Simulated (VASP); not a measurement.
Output of a VASP run:

OSZICAR:
```
       N       E                     dE             d eps       ncg     rms          rms(c)
DAV:   1     0.225947895456E+03    0.22595E+03   -0.13909E+04   928   0.152E+03
DAV:   2    -0.863168067595E+01   -0.23458E+03   -0.23115E+03  1168   0.395E+02
DAV:   3    -0.182843946169E+02   -0.96527E+01   -0.96464E+01  1048   0.913E+01
DAV:   4    -0.186418288216E+02   -0.35743E+00   -0.35730E+00  1632   0.129E+01
DAV:   5    -0.186438461721E+02   -0.20174E-02   -0.20173E-02  1032   0.105E+00    0.802E+00
DAV:   6    -0.173081244343E+02    0.13357E+01   -0.73099E+00   984   0.191E+01    0.312E+00
DAV:   7    -0.173131464947E+02   -0.50221E-02   -0.19007E-01  1216   0.388E+00    0.167E+00
DAV:   8    -0.173316459112E+02   -0.18499E-01   -0.34051E-02  1176   0.228E+00    0.198E-01
DAV:   9    -0.173359955670E+02   -0.43497E-02   -0.82559E-03  1208   0.721E-01    0.136E-01
DAV:  10    -0.173368886251E+02   -0.89306E-03   -0.14081E-03  1136   0.284E-01    0.342E-02
DAV:  11    -0.173369011371E+02   -0.12512E-04   -0.10718E-04  1272   0.942E-02    0.163E-02
DAV:  12    -0.173369077375E+02   -0.66004E-05   -0.21923E-05  1144   0.461E-02    0.305E-03
DAV:  13    -0.173369081796E+02   -0.44213E-06   -0.42502E-06  1416   0.166E-02    0.382E-03
DAV:  14    -0.173369077487E+02    0.43091E-06   -0.94896E-07  1112   0.930E-03    0.703E-04
DAV:  15    -0.173369077421E+02    0.66075E-08   -0.40367E-08   864   0.201E-03
   1 F= -.17639071E+02 E0= -.17639071E+02  d E =0.000000E+00
```

**OUTCAR**
```
------------------------ aborting loop because EDIFF is reached ----------------------------------------
  Edisp (eV):   -0.30216
  FORCE on cell =-STRESS in cart. coord.  units (eV):
  Direction    XX          YY          ZZ          XY          YZ          ZX
  --------------------------------------------------------------------------------------
  Total       0.00445     0.00445     0.00445     0.00000     0.00000    -0.00000
  in kB       0.17255     0.17255     0.17255     0.00000     0.00000    -0.00000
  external pressure =        0.17 kB  Pullay stress =        0.00 kB
  volume of cell :       41.32
      direct lattice vectors                 reciprocal lattice vectors
     0.000000000  2.743898072  2.743898072    -0.182222512  0.182222512  0.182222512
     2.743898072  0.000000000  2.743898072     0.182222512 -0.182222512  0.182222512
     2.743898072  2.743898072  0.000000000     0.182222512  0.182222512 -0.182222512
 POSITION                                       TOTAL-FORCE (eV/Angst)
 -----------------------------------------------------------------------------------
      0.00000      0.00000      0.00000        -0.000000      0.000000     -0.000000
      1.37195      1.37195      1.37195        -0.000000     -0.000000     -0.000000
      4.11585      4.11585      4.11585         0.000000      0.000000      0.000000
 -----------------------------------------------------------------------------------
    total drift:                                0.000000     -0.000000      0.000000
  FREE ENERGIE OF THE ION-ELECTRON SYSTEM (eV)
  ---------------------------------------------------
  free  energy   TOTEN  =       -17.6390712147 eV

  energy  without entropy=      -17.6390712147  energy(sigma->0) =      -17.63907121

 total charge

# of ion       s       p       d       tot
------------------------------------------
    1        2.020   5.868   0.210   8.098
    2        1.733   4.388   0.000   6.121
    3        1.733   4.388   0.000   6.121
--------------------------------------------------
tot          5.486  14.643   0.210  20.340

 Electric field gradients after diagonalization (V/A^2)
 (convention: |V_zz| > |V_xx| > |V_yy|)
----------------------------------------------------------------------
 ion       V_xx      V_yy      V_zz     asymmetry (V_yy - V_xx)/ V_zz
----------------------------------------------------------------------
   1       0.000     0.000    -0.000       0.000
   2       0.001     0.001    -0.002       0.000
   3       0.001     0.001    -0.002       0.000
```
(Selected blocks of OUTCAR.)

File POSCAR:
```
CaF2
1
    0.0000000000     2.7438980719     2.7438980719
    2.7438980719     0.0000000000     2.7438980719
    2.7438980719     2.7438980719     0.0000000000
Ca F
1 2
Direct
  0.0000000000   0.0000000000   0.0000000000
  0.2500000000   0.2500000000   0.2500000000
  0.7500000000   0.7500000000   0.7500000000
```

Write an INCAR and KPOINTS that could have produced this output.

One answer among several that fit: the input of the run itself, PBE GGA with D4 dispersion, plane waves, VASP's PBE PAW potentials (set 64).

INCAR:
```
SYSTEM = CaF2
PREC = Accurate
ENCUT = 520
EDIFF = 1E-7
NELM = 100
ALGO = Normal
LREAL = .FALSE.
LASPH = .TRUE.
ISMEAR = -5
GGA = PE
IVDW = 13
LWAVE = .FALSE.
LCHARG = .TRUE.
LORBIT = 11
NEDOS = 601
ISIF = 2
LEFG = .TRUE.
```

**KPOINTS**
```
Automatic
0
Gamma
8 8 8
0 0 0
```

POTCAR, in this order: Ca_sv F (PBE.64 set). Program: vasp_std.

The compound is CaF2 in the fluorite structure. It was relaxed first.
